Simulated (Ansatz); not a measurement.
# Te2Mo: the cost of one run

Method: DFT PBE+D3(BJ), scalar-relativistic, plane waves, PAW, in Ansatz 0.2.0.

## Step 1: The system as given

It takes space group P-3m1 (No. 164, trigonal). The conventional cell has a = 3.560 Å, b = 3.560 Å, c = 31.098 Å, α = 90.00°, β = 90.00°, γ = 120.00°. Te (site symmetry 3m) has 3 Mo at 2.72 Å as nearest neighbours. Mo (site symmetry 3m) is surrounded by 6 Te at 2.72 to 2.73 Å. Te (site symmetry 3m) has 3 Mo at 2.73 Å as nearest neighbours.

Coordinates:

```xyz
6
Lattice="3.5604 0.0000 0.0000 -1.7802 3.0834 0.0000 0.0000 0.0000 31.0976" Properties=species:S:1:pos:R:3 pbc="T T T"
Te    1.7802    1.0278   10.0000
Mo    0.0000    2.0556   11.7888
Te    1.7802    1.0278   13.5795
Te    0.0000    2.0556   17.5181
Mo    1.7802    1.0278   19.3087
Te    0.0000    2.0556   21.0976
```

Two layers cut from the bulk, bulk lattice in the plane.

## Step 2: Relaxing the atoms

Contents of input.yaml:

```yaml
crystal:
  lattice:
    - [3.56039174, 0.0, 0.0]
    - [-1.78019587, 3.08338969, 0.0]
    - [0.0, 0.0, 31.0975557363]
  atoms:
    - { symbol: Te, position: [0.66666667, 0.33333334, 0.3215686816] }
    - { symbol: Mo, position: [0.33333333, 0.66666666, 0.3790922401] }
    - { symbol: Te, position: [0.66666667, 0.33333334, 0.4366735399] }
    - { symbol: Te, position: [0.33333333, 0.66666666, 0.5633264601] }
    - { symbol: Mo, position: [0.66666667, 0.33333334, 0.6209077599] }
    - { symbol: Te, position: [0.33333333, 0.66666666, 0.6784313184] }
basis:
  ecutwfc: 420.0
  fft_grid_basis: typed
kpoints:
  mp_grid: { grid: [9, 9, 1] }
hamiltonian:
  xc: pbe
  dispersion: d3bj
  pseudopotentials: { kind: paw }
scf:
  occupations: { method: gaussian, width: 0.05 }
output:
  forces: true
  eigenvalues: true
efield:
  axis: 3
  dipole_correction: true
  ramp_width: 0.04
relax:
  adjacent_minimum: "off"
  f_tol: 0.04
  max_steps: 40
```

On the command line:

```console
> ansatz run input.yaml --threads 2 --pin off --max-ram 4423MiB --backend cpu --events-out ev --progress --plain --runs-dir out
```

What time and memory should one allow on 2 threads of AMD EPYC 9R45 (Zen 5), shared host?

About 17 s, with a peak of 0.71 GiB.
